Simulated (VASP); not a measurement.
Here is a VASP 6.6.1 calculation.

INCAR

```
  ALGO = Normal
  EDIFF = 1E-6
  ENCUT = 500
  GGA = PS
  GGA_COMPAT = F
  ISIF = 2
  ISMEAR = 0
  LASPH = T
  LCHARG = F
  LREAL = F
  LWAVE = F
  NBANDS = 16
  NELM = 120
  PREC = Accurate
  SIGMA = 0.02
```

Contents of KPOINTS:

```
k-points
0
Gamma
  8 8 8
```

File POSCAR:

```
InP
1.0
    0.0000000000      2.9390911989      2.9390911989
    2.9390911989      0.0000000000      2.9390911989
    2.9390911989      2.9390911989      0.0000000000
In P
1 1
Direct
    0.0000000000      0.0000000000      0.0000000000
    0.2500000000      0.2500000000      0.2500000000
```

Potentials or basis: VASP PAW PBE potentials, release 64 (In_d, P).

Command:

```console
$ cat potpaw_PBE.64/In_d/POTCAR potpaw_PBE.64/P/POTCAR > POTCAR
$ mpirun -np 1 vasp_std > vasp.out
```

Question: Predict the band gap on the k mesh.

Answer: 0.57 eV, direct.

Question: What does it give for the pressure?

Answer: 0.0 GPa.

Caveat: the PAW data sets were made with another functional, which shifts forces and pressure a little; spin-orbit coupling is left out, which moves the levels of the heavy elements.

**What was measured.**

A printed reference work, data compilation reports, for a bulk crystal of InP at 1.6 K: band gap 1.4236 eV (direct).

Against the measured gap of InP, 1.4236 eV (direct; 1.6 K; a printed reference work, data compilation), the calculated 0.57 eV is off by -0.86 eV. Spin-orbit coupling on In is left out. The value is that of PBEsol, without temperature or zero-point motion. Semilocal functionals fall short of measured gaps as a rule.
